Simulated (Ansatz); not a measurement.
Set up this calculation in Ansatz 0.2.0, as the native input.

* Task: relaxation of cell and atoms
* Functional: PBE
* Potentials or basis: all-electron LAPW, scalar-relativistic
* Basis error allowed: 0.001 eV/atom
* k mesh: 10 × 10 × 10
* Occupations: fermi-dirac, width 0.05 eV
* Spin: no spin polarisation

The system is TaN.

```xyz
2
Lattice="0.0000 2.2113 2.2113 2.2113 0.0000 2.2113 2.2113 2.2113 0.0000" Properties=species:S:1:pos:R:3 pbc="T T T"
Ta    2.2113    2.2113    2.2113
N     0.0000    0.0000    0.0000
```

The cell comes from a database or a generator and needn't be the stable form of this composition.

These files were run (other wordings do the same):

input.yaml

```yaml
crystal:
  lattice:
    - [0.0, 2.211323, 2.211323]
    - [2.211323, 0.0, 2.211323]
    - [2.211323, 2.211323, 0.0]
  atoms:
    - { symbol: Ta, position: [0.5, 0.5, 0.5] }
    - { symbol: "N", position: [0.0, 0.0, 0.0] }
kpoints:
  mp_grid: { grid: [10, 10, 10] }
scf:
  occupations: { method: fermi_dirac, width: 0.05 }
hamiltonian:
  xc: pbe
  pseudopotentials: { kind: all_electron, lapw: { basis_error: 0.001 } }
output:
  forces: true
  stress: true
relax:
  f_tol: 0.01
  max_steps: 60
  cell: {}
```

Potentials or basis: all-electron LAPW, scalar-relativistic.

Run with:

```sh
$ ansatz run input.yaml --threads 1 --pin off --max-ram 3072MiB --backend cpu --events-out ev --progress --plain --runs-dir out
```

Results of the run:

```yaml
Relaxed_volume: 10.77 Å³/atom
Relaxed_cell: a = 3.123 Å, b = 3.123 Å, c = 3.123 Å, α = 60.00°, β = 60.00°, γ = 60.00°
Space_group_after_relaxing_to_0.05_Å: Fm-3m (No. 225)
Energy_gained_by_relaxing: 0.1 meV/atom
Ionic_steps: 4
Pressure_after_relaxing: 0.0 GPa
```

Run time: 29 s on 1 thread of Arm Neoverse V2, with other jobs on the host, peak memory 0.35 GiB.
